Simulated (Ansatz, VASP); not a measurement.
**Re: VASP beside Ansatz**

The input INCAR:

```
SYSTEM = Re
PREC = Accurate
ENCUT = 520
EDIFF = 1E-6
ISMEAR = -1
SIGMA = 0.05
LREAL = .FALSE.
LASPH = .TRUE.
NELM = 80
ALGO = Fast
ISIF = 2
LWAVE = .FALSE.
LCHARG = .FALSE.
NBANDS = 22
```

KPOINTS

```
Automatic mesh
0
G
  11 11 3
  0 0 0
```

Contents of POSCAR:

```
Re
1.0
    2.7289991972      0.0000000000      0.0000000000
   -1.3644995986      2.3633826317      0.0000000000
    0.0000000000      0.0000000000      8.8180351457
Re
4
Direct
    0.6666666667      0.3333333333      0.7500000000
    0.0000000000      0.0000000000      0.5000000000
    0.3333333333      0.6666666667      0.2500000000
    0.0000000000      0.0000000000      0.0000000000
```

The input input.yaml:

```yaml
crystal:
  lattice:
    - [2.7289991972, 0.0, 0.0]
    - [-1.3644995986, 2.3633826317, 0.0]
    - [0.0, 0.0, 8.8180351457]
  atoms:
    - { symbol: Re, position: [0.6666666667, 0.3333333333, 0.75] }
    - { symbol: Re, position: [0.0, 0.0, 0.5] }
    - { symbol: Re, position: [0.3333333333, 0.6666666667, 0.25] }
    - { symbol: Re, position: [0.0, 0.0, 0.0] }
hamiltonian:
  xc: lda
  pseudopotentials: { kind: paw }
kpoints:
  mp_grid: { grid: [11, 11, 3] }
scf:
  occupations: { method: fermi_dirac, width: 0.05 }
output:
  forces: true
  stress: true
  eigenvalues: true
```

Alike in both runs: task single point; functional LDA; k mesh 11 × 11 × 3; occupations fermi-dirac, width 0.05 eV; no spin polarisation.

|  | VASP | Ansatz |
| --- | --- | --- |
| version | VASP 6.6.1 | Ansatz 0.2.0 |
| potentials or method | VASP PAW LDA potentials, release 64 (Re) | Ansatz PAW |
| plane-wave cutoff (eV) | 520 | 420 |
| valence electrons in the cell | 28 | 60 |

Ansatz gave:

- gap on the k mesh at the Fermi level (eV): none
- pressure (GPa): 3.0
- largest component of the traceless stress (GPa): 0.22

Q: Estimate VASP's values.

A: gap on the k mesh at the Fermi level (eV): none; pressure (GPa): 4.7; largest component of the traceless stress (GPa): 0.31.

A gap of «none» marks a metal or a gap that the smearing closes. The two sets of potentials don't hold the same shells in valence.

Caveats: the PAW data sets come from PBE, with cores solved anew for the run's functional, which leaves a small shift of forces and pressure (Ansatz). Spin-orbit coupling is left out, which matters for the levels of Re.
